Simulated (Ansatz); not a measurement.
**Energy, volume and coordination in Si₅Ge**

Theory: Ansatz 0.2.0, DFT PBE, scalar-relativistic, plane waves, PAW. All cells share a 420 eV cutoff and Γ-centred k meshes spaced at most about 0.3 Å⁻¹ (about 0.25 or finer for metals, 2π included). No spin polarisation.

Temperature and zero-point effects are left out. Rows are sorted by volume; energies count from the lowest form computed. Coordination counts Si atoms around Ge (those within 1.25 times the shortest such distance or 1.15 times the sum of covalent radii, 1.27 where that leaves under three; a plus sign parts nearer from farther groups; the shortest distance is added where it exceeds 1.18 times the sum of covalent radii). The table shows 5 of 17 forms computed.

```tsv
row	form	source	atoms	coordination	V (Å³/atom)	gap on mesh (eV)	ΔE (meV/atom)
1	P-6m2	invented	6	Ge 6 from 3.0 Å	15.3	0	?
2	Cmmm	invented	6	Ge 4+8	15.6	0	522
3	P6_3mc	invented	12	Ge 4	20.9	0.59	3
4	Imm2	invented	6	Ge 4	20.9	0.58	0
5	P3m1	invented	6	Ge 4	20.9	0.60	2
```

The cell of row 1:

```
CELL_PARAMETERS angstrom
2.75995 0.00000 0.00000
-1.37998 2.39019 0.00000
0.00000 0.00000 13.95751
ATOMIC_POSITIONS crystal
Si 0.00000 0.00000 0.84160
Si 0.00000 0.00000 0.15840
Si 0.33333 0.66667 0.00000
Si 0.33333 0.66667 0.31619
Si 0.33333 0.66667 0.68381
Ge 0.00000 0.00000 0.50000
```

Question: Estimate the missing energy, and say where the row ranks.

Answer: 0.50 eV/atom, which puts it above row 3 and below row 2. Counting Si atoms around Ge, row 1 has Ge 6 from 3.0 Å and the lowest form (row 4) has Ge 4.

An observed structure of this formula, if there is one, may be missing.

The k mesh leaves some 4 meV/atom of noise in the energy of each metallic cell. Kohn–Sham gaps at this level usually fall short of measured ones. Cells relaxed within their symmetry can be saddle points. Some structure types and database cells were kept out of the candidates from the start, so a known form may be missing.

The energies separate fourfold, gapped networks from dense metallic packings that lie roughly half an electronvolt per atom higher. With four valence electrons per atom, tetrahedral sp³ bonding fills the bonding states and leaves the antibonding ones empty. Close packing spreads the same electrons over more, longer contacts, which closes the gap and costs more bond energy than the added neighbours return.

The count of six in row 1 understates its packing: the cell is a distorted hcp stack in which each Ge also has six Ge neighbours within its own layer, closer than the Si atoms. Density alone doesn't set the energy, since row 1 is both denser and lower in energy than row 2.

The three tetrahedral forms are nearly degenerate, as expected for two chemically similar elements with a modest size mismatch, so their order suggests no strong preference for one Ge arrangement. Without elemental Si and Ge as references, none of this shows whether an ordered compound would resist separation.
